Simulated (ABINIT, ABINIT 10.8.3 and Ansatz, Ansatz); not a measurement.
# TePb (Fm-3m): Bethe-Salpeter spectra with ABINIT

Aim: the absorption spectrum of TePb (Fm-3m) with electron-hole interaction, and what each part of the kernel does.

Method: LDA and many-body steps on it, plane waves, in ABINIT 10.8.3 and Ansatz 0.2.0.

Most raw output is cut from this account.

## (1) The starting structure

It takes space group Fm-3m (No. 225, cubic). Conventional cell: a = 6.462 Å, b = 6.462 Å, c = 6.462 Å, α = 90.00°, β = 90.00°, γ = 90.00°. Nearest to Te lie 6 Pb at 3.23 Å. Pb has 6 Te at 3.23 Å nearest. Farther neighbours and most contacts between anions are not listed.

Structure file:

```cif
data_structure
_symmetry_space_group_name_H-M 'P 1'
_symmetry_Int_Tables_number 1
_cell_length_a 4.5693
_cell_length_b 4.5693
_cell_length_c 4.5693
_cell_angle_alpha 60.000
_cell_angle_beta 60.000
_cell_angle_gamma 60.000
_cell_volume 67.46
loop_
_atom_site_label
_atom_site_type_symbol
_atom_site_fract_x
_atom_site_fract_y
_atom_site_fract_z
_atom_site_occupancy
Te1 Te 0.50000 0.50000 0.50000 1
Pb2 Pb 0.00000 0.00000 0.00000 1
```

The cell and positions come from the Crystallography Open Database and are kept as given unless a step says otherwise. Spin-orbit coupling is left out unless a step names it.

## (2) Empty states on the mesh, 4×4×4 mesh, 60 bands

This step: ABINIT 10.8.3; DFT, LDA, plane waves, norm-conserving pseudopotentials.

The sums over transitions need many empty states on a uniform mesh; this step solves for them.

Input file run.abi:

```
acell 3*1.0 Angstrom
rprim 
  -0.000000000000 3.231000000000 3.231000000000
  3.231000000000 0.000000000000 3.231000000000
  3.231000000000 3.231000000000 0.000000000000
ntypat 2
znucl 52 82
natom 2
typat 1 2
xred 
  0.500000000000 0.500000000000 0.500000000000
  0.000000000000 0.000000000000 0.000000000000
pp_dirpath "pseudos"
pseudos "Te.upf, Pb.upf"
ecut 39
ngkpt 4 4 4
nshiftk 1
shiftk 0 0 0
kptopt 1
chksymbreak 0
iscf -2
irdden 1
istwfk *1
nband 60
nbdbuf 4
tolwfr 1e-09
nstep 60
prtvol 0
indata_prefix "in"
outdata_prefix "out"
tmpdata_prefix "tmp"
```

Command:

```bash
> OMP_NUM_THREADS=1 mpirun -n 4 abinit run.abi > log
```

It took 21 s on 4 MPI ranks of Intel Xeon Platinum 8488C (Sapphire Rapids), shared host; peak memory 0.35 GiB; 84 s of CPU time.

This step gave:

| Quantity | Value |
| --- | --- |
| gap | 0.6539 eV |
| k of the valence top | 0.5, 0, 0 |
| k of the conduction bottom | 0.5, 0, 0 |
| least direct gap | 0.6539 eV |
| k points computed | 8 |
| lowest point of the top converged band, above the valence top | 28.69 eV |

On this mesh the gap is 0.654 eV.

The density comes from a self-consistent run that is not shown.

## (3) Screening, 4×4×4 mesh, 56 bands, screening to 98 eV

The RPA dielectric matrix is built and inverted for each q.

This step: RPA screening on LDA, plane waves, norm-conserving pseudopotentials.

run.abi, as its differences from that of step 2:

```diff
@@ -20,10 +20,11 @@
 chksymbreak 0
-iscf -2
-irdden 1
 istwfk *1
-nband 60
-nbdbuf 4
-tolwfr 1e-09
-nstep 60
-prtvol 0
+occopt 1
+irdwfk 1
+optdriver 3
+nband 56
+ecuteps 3.6
+inclvkb 2
+awtr 1
+symchi 1
 indata_prefix "in"
```

It took 21 s on 4 MPI ranks; peak memory 1 GiB.

Numbers from this step:

```yaml
eps_infinity_with_local_fields_on_this_mesh_along_the_program_s_q_direction: 43.80
the_same_without_local_fields: 46.84
plasma_frequency: 30.66 eV
plane_waves_in_the_screening_matrix: 169
```

Local fields lower ε∞ by 6 %.

## (4) Self-energy, 4×4×4 mesh, 56 bands, screening to 98 eV

The self-energy is evaluated for the states that the input lists, and the levels follow from it, in one-shot runs by the linearised quasiparticle equation.

This step: G0W0 on LDA, plane waves, norm-conserving pseudopotentials.

run.abi, as its differences from that of step 3:

```diff
@@ -23,8 +23,17 @@
 irdwfk 1
-optdriver 3
+optdriver 4
 nband 56
+gwcalctyp 0
+ecutsigx 39
+symsigma 1
+nkptgw 2
+kptgw 
+  0.5000000000 0.0000000000 0.0000000000
+  0.0000000000 0.0000000000 0.0000000000
+bdgw 
+  21 26
+  21 26
 ecuteps 3.6
-inclvkb 2
-awtr 1
-symchi 1
+irdscr 1
+ppmodel 1
 indata_prefix "in"
```

Elapsed: 6.9 s, on 4 MPI ranks; peak memory 1.1 GiB.

Numbers from this step:

* G0W0 gap on the points computed: 0.7680 eV
* starting gap on the mesh: 0.6539 eV
* k of the valence top: 0.5, 0, 0
* k of the conduction bottom: 0.5, 0, 0
* least direct G0W0 gap on the computed points: 0.7680 eV

The gap on the mesh goes from 0.65 eV to 0.77 eV, a correction of +0.11 eV.

The gap opens by 0.114 eV; the next steps shift the empty bands rigidly by 0.114 eV.

## (5) Excitons

Light makes an electron and a hole together. The Bethe-Salpeter equation adds their screened attraction and their exchange, in a window of bands around the gap.

This step: Bethe-Salpeter equation on LDA with a scissors shift, plane waves, norm-conserving pseudopotentials.

run.abi, as its differences from that of step 4:

```diff
@@ -23,17 +23,17 @@
 irdwfk 1
-optdriver 4
-nband 56
-gwcalctyp 0
-ecutsigx 39
-symsigma 1
-nkptgw 2
-kptgw 
-  0.5000000000 0.0000000000 0.0000000000
-  0.0000000000 0.0000000000 0.0000000000
-bdgw 
-  21 26
-  21 26
+optdriver 99
+bs_calctype 1
+mbpt_sciss 0.114 eV
+bs_loband 21
+nband 27
+bs_exchange_term 1
+bs_coulomb_term 11
+bs_coupling 0
+bs_algorithm 1
+bs_freq_mesh 0 7 0.05 eV
+zcut 0.15 eV
 ecuteps 3.6
+ecutwfn 19.5
+inclvkb 2
 irdscr 1
-ppmodel 1
 indata_prefix "in"
```

Elapsed: 14 s, on 4 MPI ranks; peak memory 0.45 GiB.

This step gave:

```
direct gap of the transition levels                            : 0.7680 eV
transitions in the window                                      : 768
first strong exciton (over a fiftieth of the strongest listed) : 0.7354 eV
lowest state                                                   : 0.7301 eV
binding of the lowest state below the direct gap               : 0.03787 eV
Coulomb term of one mesh cell                                  : 0.05733 eV
```

The binding is 0.66 times the screened Coulomb term of one mesh cell (0.06 eV), so it is not shown settled.

The lowest state lies at 0.730 eV, 0.038 eV under the direct gap.

Lines within 3 meV are set at the lowest of them, and the highest group, which the list may cut short, is left out. Exciton lines, with heights relative to the strongest:

```csv
position (eV),lines merged,"oscillator strength, relative"
0.730,1,0.6
0.735,3,41
1.292,1,76
1.298,2,100
1.303,3,43
1.310,2,4.0
1.542,1,44
1.548,2,76
```

Mean over the three Cartesian directions of q; broadening 0.15 eV; transition window only. Limits: finite bands, cutoff and mesh; no spin-orbit coupling; exciton not shown settled in the k mesh. Table of ε₂ by photon energy; read off at these points:

```
photon energy (eV)   BSE  no electron-hole interaction  Kohn-Sham, no shift
              0.00     0                             0                    0
              0.20  1.59                          1.28                 1.80
              0.40  4.14                          3.23                 5.04
              0.60  11.1                          8.18                 14.3
              0.80  18.9                          16.8                 14.6
              1.00  21.2                          16.2                 24.3
              1.20  58.9                          38.8                 70.9
              1.25  75.2                          52.2                 77.4
              1.30  84.2                          67.4                 72.7
              1.35  80.7                          76.9                 65.1
              1.40  72.2                          74.9                 61.5
              1.60  56.7                          60.3                 42.8
              1.80  34.6                          34.3                 38.5
              2.00  58.7                          52.4                 61.1
              2.05  59.6                          59.6                 58.5
              2.10  57.6                          61.4                 53.3
              2.20  48.5                          55.0                 41.0
              2.40  33.8                          37.9                 36.1
              2.60  22.9                          29.1                 27.0
              2.80  19.4                          26.7                 20.7
              3.00  11.9                          15.5                 12.5
              3.20  10.1                          12.5                 11.1
              3.40  6.16                          8.91                 7.25
              3.60  6.48                          7.91                 8.20
              3.80  4.72                          6.17                 4.62
              4.00  3.53                          4.59                 3.83
              4.20  1.93                          2.78                 1.95
              4.40  1.29                          1.63                 1.37
              4.60  1.08                          1.28                 1.20
              4.80  1.08                          1.22                 1.31
              5.00  1.42                          1.52                 2.08
              5.20  2.85                          2.86                 4.63
              5.40  3.63                          4.94                 3.76
              5.60  3.20                          3.49                 2.73
              5.80  2.18                          2.13                 1.92
              6.00  2.57                          2.22                 3.39
              6.20  5.15                          4.74                 5.54
              6.40  3.67                          4.51                 3.09
              6.60  2.92                          3.01                 3.59
              6.80  2.80                          3.25                 2.66
```

## (6) Triplet (no exchange term)

run.abi, as its differences from that of step 5:

```diff
@@ -27,4 +27,4 @@
 bs_loband 21
-nband 27
-bs_exchange_term 1
+nband 26
+bs_exchange_term 0
 bs_coulomb_term 11
@@ -32,3 +32,3 @@
 bs_algorithm 1
-bs_freq_mesh 0 7 0.05 eV
+bs_freq_mesh 0 5 0.05 eV
 zcut 0.15 eV
```

It took 9.5 s on 4 MPI ranks; peak memory 0.45 GiB.

The lowest triplet lies at 0.708 eV; without spin-orbit coupling triplets are dark, so no spectrum is read.

## (7) Beyond Tamm-Dancoff

run.abi, as its differences from that of step 6:

```diff
@@ -28,5 +28,5 @@
 nband 26
-bs_exchange_term 0
+bs_exchange_term 1
 bs_coulomb_term 11
-bs_coupling 0
+bs_coupling 1
 bs_algorithm 1
```

It took 21 s on 4 MPI ranks; peak memory 0.49 GiB; 83 s of CPU time.

Numbers from this step:

| Quantity | Value |
| --- | --- |
| direct gap of the transition levels | 0.7680 eV |
| transitions in the window | 576 |
| lowest state | 0.73 eV |
| binding of the lowest state below the direct gap | 0.03800 eV |
| Coulomb term of one mesh cell | 0.05733 eV |

The binding is 0.66 times the screened Coulomb term of one mesh cell (0.06 eV), so it is not shown settled.

The lowest state lies at 0.730 eV, 0.038 eV under the direct gap.

## (8) Dielectric constant by perturbation theory

This step: Ansatz 0.2.0; DFT, LDA, linear response to an electric field, plane waves, PAW.

ε∞ sets how strongly the crystal screens. Perturbation theory gives it with local fields and without a sum over empty bands.

Input file input.yaml:

```yaml
crystal:
  lattice:
    - [0.0, 3.231, 3.231]
    - [3.231, 0.0, 3.231]
    - [3.231, 3.231, 0.0]
  atoms:
    - { symbol: Te, position: [0.5, 0.5, 0.5] }
    - { symbol: Pb, position: [0.0, 0.0, 0.0] }
kpoints:
  mp_grid: { grid: [6, 6, 6] }
hamiltonian:
  xc: lda
scf:
  occupations: { method: fixed }
dielectric: {}
```

Command:

```bash
> ansatz run input.yaml --threads 4 --pin off --max-ram 5529MiB --backend cpu --events-out ev --progress --plain --runs-dir out
```

It took 21 s on 4 threads; peak memory 0.96 GiB; 79 s of CPU time.

The field response gives a mean ε∞ of 30.69, which the model screening below takes as its input.

## (9) Model screening

This step: ABINIT 10.8.3; Bethe-Salpeter equation on LDA with a scissors shift, plane waves, norm-conserving pseudopotentials.

run.abi, as its differences from that of step 7:

```diff
@@ -27,8 +27,8 @@
 bs_loband 21
-nband 26
+nband 27
 bs_exchange_term 1
-bs_coulomb_term 11
-bs_coupling 1
-bs_algorithm 1
-bs_freq_mesh 0 5 0.05 eV
+bs_coulomb_term 21
+bs_coupling 0
+bs_algorithm 2
+bs_freq_mesh 0 7 0.05 eV
 zcut 0.15 eV
@@ -37,3 +37,6 @@
 inclvkb 2
-irdscr 1
+mdf_epsinf 30.69
+irdden 1
+bs_haydock_niter 300
+bs_haydock_tol -0.02 0
 indata_prefix "in"
```

Command:

```bash
> OMP_NUM_THREADS=1 mpirun -n 4 abinit run.abi > log
```

The job ended after 14 s (4 MPI ranks; peak memory 0.45 GiB).

Numbers from this step:

```yaml
direct_gap_of_the_transition_levels: 0.7680 eV
transitions_in_the_window: 768
coulomb_term_of_one_mesh_cell: 0.08182 eV
```

The ε₂ has structure finer than the step of the table below, so its rows give means over 0.25 eV, whole bins alone (the curve runs from 0 to 6.95 eV). Peaks (eV: height): BSE 1.300: 81.6, 2.000: 57.8; no electron-hole interaction 1.350: 76.9, 2.100: 61.4; Kohn-Sham, no shift 1.250: 77.4, 2.000: 61.1.

Mean over the three Cartesian directions of q; broadening 0.15 eV; transition window only. Limits: finite bands, cutoff and mesh; no spin-orbit coupling; exciton not shown settled in the k mesh. The ε₂ by photon energy; means over each step:

```csv
photon energy (eV),BSE,no electron-hole interaction,"Kohn-Sham, no shift"
0.25,2.23,1.74,2.53
0.50,7.60,5.45,9.19
0.75,16.8,14.5,15.5
1.00,24.3,17.9,27.4
1.25,67.7,52.5,67.6
1.50,61.3,64.9,55.1
1.75,37.8,41.6,38.6
2.00,53.5,50.6,56.9
2.25,42.2,48.9,40.6
2.50,29.7,35.0,30.1
2.75,22.2,26.4,22.9
3.00,13.5,16.5,13.2
3.25,9.61,11.7,9.81
3.50,6.67,7.97,7.88
3.75,6.10,7.10,5.48
4.00,3.82,4.47,3.70
4.25,1.89,2.49,1.81
4.50,1.24,1.44,1.28
4.75,1.14,1.23,1.29
5.00,1.63,1.60,2.22
5.25,3.55,3.62,4.44
5.50,3.33,4.05,3.34
5.75,2.49,2.54,2.09
6.00,2.81,2.43,3.52
6.25,4.79,4.89,4.72
6.50,3.12,3.53,3.23
6.75,2.93,3.28,2.99
```

## (10) Empty states on the mesh, 4×4×4 mesh, 37 bands

This step: DFT, LDA, plane waves, norm-conserving pseudopotentials.

Input file run.abi:

```
acell 3*1.0 Angstrom
rprim 
  -0.000000000000 3.231000000000 3.231000000000
  3.231000000000 0.000000000000 3.231000000000
  3.231000000000 3.231000000000 0.000000000000
ntypat 2
znucl 52 82
natom 2
typat 1 2
xred 
  0.500000000000 0.500000000000 0.500000000000
  0.000000000000 0.000000000000 0.000000000000
pp_dirpath "pseudos"
pseudos "Te.upf, Pb.upf"
ecut 39
ngkpt 4 4 4
nshiftk 1
shiftk 0.11 0.21 0.31
kptopt 3
chksymbreak 0
iscf -2
irdden 1
istwfk *1
nband 37
nbdbuf 4
tolwfr 1e-09
nstep 60
prtvol 0
indata_prefix "in"
outdata_prefix "out"
tmpdata_prefix "tmp"
```

Wall time 50 s (4 MPI ranks); peak memory 0.51 GiB; 3.3 min of CPU time.

Numbers from this step:

```
gap                                                           : 1.029 eV
k of the valence top                                          : -0.4725, -0.4475, -0.4225
k of the conduction bottom                                    : -0.4725, -0.4475, -0.4225
least direct gap                                              : 1.029 eV
k points computed                                             : 64
lowest point of the top converged band, above the valence top : 8.793 eV
```

On this mesh the gap is 1.029 eV.

## (11) Shifted k mesh (4×4×4)

This step: Bethe-Salpeter equation on LDA with a scissors shift, plane waves, norm-conserving pseudopotentials.

run.abi, as its differences from that of step 10:

```diff
@@ -20,10 +20,23 @@
 chksymbreak 0
-iscf -2
+istwfk *1
+occopt 1
+irdwfk 1
+optdriver 99
+bs_calctype 1
+mbpt_sciss 0.114 eV
+bs_loband 21
+nband 27
+bs_exchange_term 1
+bs_coulomb_term 21
+bs_coupling 0
+bs_algorithm 2
+bs_freq_mesh 0 7 0.05 eV
+zcut 0.15 eV
+ecuteps 3
+ecutwfn 19.5
+inclvkb 2
+mdf_epsinf 30.69
 irdden 1
-istwfk *1
-nband 37
-nbdbuf 4
-tolwfr 1e-09
-nstep 60
-prtvol 0
+bs_haydock_niter 300
+bs_haydock_tol -0.02 0
 indata_prefix "in"
```

Wall time 22 s (4 MPI ranks); peak memory 1.6 GiB; 88 s of CPU time.

Numbers from this step:

| Item | Value |
| --- | --- |
| direct gap of the transition levels | 1.143 eV |
| transitions in the window | 768 |
| Coulomb term of one mesh cell | 0.08182 eV |

Mean over the three Cartesian directions of q; broadening 0.15 eV; transition window only. Limits: finite bands, cutoff and mesh; no spin-orbit coupling; exciton not shown settled in the k mesh. The ε₂ by photon energy; read off at these points:

```
photon energy (eV)    BSE  no electron-hole interaction  Kohn-Sham, no shift
              0.00      0                             0                    0
              0.20  0.630                         0.519                0.643
              0.40    1.4                          1.14                 1.44
              0.60   2.56                          2.03                 2.67
              0.80   4.85                          3.62                 5.29
              1.00   11.4                          7.70                 12.7
              1.20   21.2                          16.3                 21.2
              1.40   27.9                          23.3                 26.8
              1.60   54.7                          36.7                 54.7
              1.75   86.1                          62.3                 83.0
              1.80   87.5                          74.0                 81.2
              1.90   73.6                          82.4                 67.8
              2.00   56.7                          70.0                 52.9
              2.20   44.9                          49.2                 47.4
              2.40   29.4                          40.8                 30.2
              2.60   17.4                          23.5                 18.3
              2.80   17.2                          18.3                 19.1
              3.00   14.2                          17.9                 13.7
              3.20   8.89                          10.9                 9.68
              3.40   7.70                          9.44                 8.09
              3.60   5.55                          6.77                 5.92
              3.80   4.75                          5.50                 5.06
              4.00   3.89                          4.73                 3.94
              4.20   2.83                          3.54                 3.09
              4.40   2.47                          2.90                 2.67
              4.60   2.37                          2.62                 2.62
              4.80   2.39                          2.71                 2.54
              5.00   1.98                          2.26                 2.10
              5.20   1.83                          2.03                 2.05
              5.40   2.32                          2.27                 2.69
              5.60   2.33                          2.64                 2.35
              5.80   2.44                          2.41                 2.92
              6.00   3.82                          3.59                 4.63
              6.20   5.07                          5.25                 5.15
              6.40   4.23                          4.71                 4.16
              6.60   3.88                          4.04                 4.17
              6.80   4.45                          4.49                 4.55
```

## (12) Empty states on the mesh, 6×6×6 mesh, 37 bands

This step: DFT, LDA, plane waves, norm-conserving pseudopotentials.

Input file run.abi:

```
acell 3*1.0 Angstrom
rprim 
  -0.000000000000 3.231000000000 3.231000000000
  3.231000000000 0.000000000000 3.231000000000
  3.231000000000 3.231000000000 0.000000000000
ntypat 2
znucl 52 82
natom 2
typat 1 2
xred 
  0.500000000000 0.500000000000 0.500000000000
  0.000000000000 0.000000000000 0.000000000000
pp_dirpath "pseudos"
pseudos "Te.upf, Pb.upf"
ecut 39
ngkpt 6 6 6
nshiftk 1
shiftk 0.11 0.21 0.31
kptopt 3
chksymbreak 0
iscf -2
irdden 1
istwfk *1
nband 37
nbdbuf 4
tolwfr 1e-09
nstep 60
prtvol 0
indata_prefix "in"
outdata_prefix "out"
tmpdata_prefix "tmp"
```

Run time: 2.7 min. Hardware: 4 MPI ranks; peak memory 0.96 GiB; 11 min of CPU time.

This step gave:

| Property | Result |
| --- | --- |
| gap | 0.8615 eV |
| k of the valence top | -0.4817, -0.465, -0.4483 |
| k of the conduction bottom | -0.4817, -0.465, -0.4483 |
| least direct gap | 0.8615 eV |
| k points computed | 216 |
| lowest point of the top converged band, above the valence top | 8.458 eV |

On this mesh the gap is 0.862 eV.

[end of part 1 of 2]

[Paths, hosts, dates, memory and timing lines, banners, echoed tables and standing remarks are left out of the program output.]

[Logs are printed without paths, hosts, clocks, repeated set-up lines and the standing remarks that a program may print on its own settings, such as how far it seeks lower states.]

[Runs of the session that timed out or met a known fault of the program may be left out.]

[Hosts, paths, dates, database ids (printed as entryN), source tags and the programs' standing remarks are cut or masked in the printed files.]

[G0W0 gaps are taken among the corrected bands and points alone; a level outside them can change the order at an edge.]

[Where Ansatz stands beside ABINIT at settings called matched, ABINIT's density can come from a denser mesh and the files from another edition; pairs whose starting gaps differed by over 0.03 eV were left out, so agreement reads better than it is.]
